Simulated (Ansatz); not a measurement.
Space group Pm-3m (No. 221). a = 2.893 Å, b = 2.893 Å, c = 2.893 Å, α = 90.00°, β = 90.00°, γ = 90.00°
```tsv
atom	site	symmetry	x	y	z
Al	1a	m-3m	0.0000	0.0000	0.0000
Ni	1b	m-3m	0.5000	0.5000	0.5000
```

Equation of state of this AlNi structure (not necessarily the ground state), with shape and atoms relaxed at each volume where symmetry leaves them free. It has no gap at any of these volumes. These are results of Ansatz, DFT PBE, scalar-relativistic, plane waves, PAW, not measurements.

Cutoff 420 eV; k points 14×14×14 on the computed 2-atom cell (Γ-centred); Gaussian smearing, width 0.10 eV; no spin polarisation.

```json
{"V (Å³/atom)": "10.655", "E − E(largest V) (meV/atom)": "58.15", "P (GPa)": "26.90"}
{"V (Å³/atom)": "11.018", "E − E(largest V) (meV/atom)": "7.04", "P (GPa)": "18.46"}
{"V (Å³/atom)": "11.381", "E − E(largest V) (meV/atom)": "-26.44", "P (GPa)": "11.30"}
{"V (Å³/atom)": "11.744", "E − E(largest V) (meV/atom)": "-44.94", "P (GPa)": "5.21"}
{"V (Å³/atom)": "12.107", "E − E(largest V) (meV/atom)": "-50.70", "P (GPa)": "0.02"}
{"V (Å³/atom)": "12.471", "E − E(largest V) (meV/atom)": "-45.58", "P (GPa)": "-4.40"}
{"V (Å³/atom)": "12.834", "E − E(largest V) (meV/atom)": "-31.21", "P (GPa)": "-8.16"}
{"V (Å³/atom)": "13.318", "E − E(largest V) (meV/atom)": "0.00", "P (GPa)": "-12.31"}
```

Fit a third-order Birch–Murnaghan equation to E(V).

V0 = 12.11 Å³/atom, B0 = 159 GPa, B0' = 4.3.